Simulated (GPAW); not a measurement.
Write an ASE script for GPAW 26.7.0 that does the following.

| Quantity | Value |
| --- | --- |
| Task | relaxation of cell and atoms |
| Functional | RPBE |
| Potentials or basis | the program's PAW data sets (release 1.2.1) made for this functional |
| Cutoff | 600 eV |
| Basis | pw |
| k mesh | 10 × 10 × 5 |
| Occupations | fermi-dirac, width 0.05 eV |
| Spin | no spin polarisation |
| Maxiter | 150 |
| Optimizer | LBFGS |
| Fmax | 0.02 eV/Å |
| Max steps | 100 |
| Convergence | density=1e-05 forces=0.0001 |

Crystal: Hf.

```xyz
2
Lattice="3.1967 0.0000 0.0000 -1.5983 2.7684 0.0000 0.0000 0.0000 5.0578" Properties=species:S:1:pos:R:3 pbc="T T T"
Hf    1.5984    0.9228    3.7934
Hf    0.0000    1.8456    1.2645
```

The input as run:

run.py

```python
from ase import Atoms
from ase.filters import FrechetCellFilter
from ase.io import write
from ase.optimize import LBFGS
from gpaw import GPAW, PW

atoms = Atoms(['Hf', 'Hf'],
              cell=[[3.1967, 0.0, 0.0],
                    [-1.59835, 2.7684234083, 0.0],
                    [0.0, 0.0, 5.0578]],
              scaled_positions=[[0.6666666667, 0.3333333333, 0.75],
                                [0.3333333333, 0.6666666667, 0.25]],
              pbc=True)

calc = GPAW(mode=PW(600),
            xc='RPBE',
            kpts={'size': (10, 10, 5), 'gamma': True},
            occupations={'name': 'fermi-dirac', 'width': 0.05},
            nbands=24,
            convergence={'density': 1e-05, 'forces': 0.0001},
            maxiter=150,
            txt='gpaw.txt')
atoms.calc = calc
opt = LBFGS(FrechetCellFilter(atoms), trajectory='relax.traj', logfile='-')
done = opt.run(fmax=0.02, steps=100)
calc.write('gs.gpw')
write('result.traj', atoms)
print('Converged:', done)
print('Cell:', atoms.cell.cellpar().round(4))
print('Volume:', round(atoms.get_volume(), 4))
print(atoms.get_scaled_positions().round(5))
```

Potentials or basis: the program's PAW data sets (release 1.2.1) made for this functional, pw.

The run is started by

```bash
$ OMP_NUM_THREADS=1 python run.py
```

It gave:

```yaml
Relaxed_volume: 23.20 Å³/atom
Relaxed_cell: a = 3.239 Å, b = 3.239 Å, c = 5.105 Å, α = 90.00°, β = 90.00°, γ = 120.00°
Space_group_after_relaxing_to_0.05_Å: P6_3/mmc (No. 194)
Energy_gained_by_relaxing: 9.0 meV/atom
Ionic_steps: 6
Pressure_after_relaxing: -0.1 GPa
Band_gap_on_the_k_mesh: none (metal or under the smearing width)
```

Caveat: later steps reuse the first step's grids.

Wall time 2.2 min on 1 thread of Intel(R) Xeon(R) Platinum 8259CL CPU @ 2.50GHz (Skylake/Cascade Lake), on a shared host, peak memory 0.32 GiB.
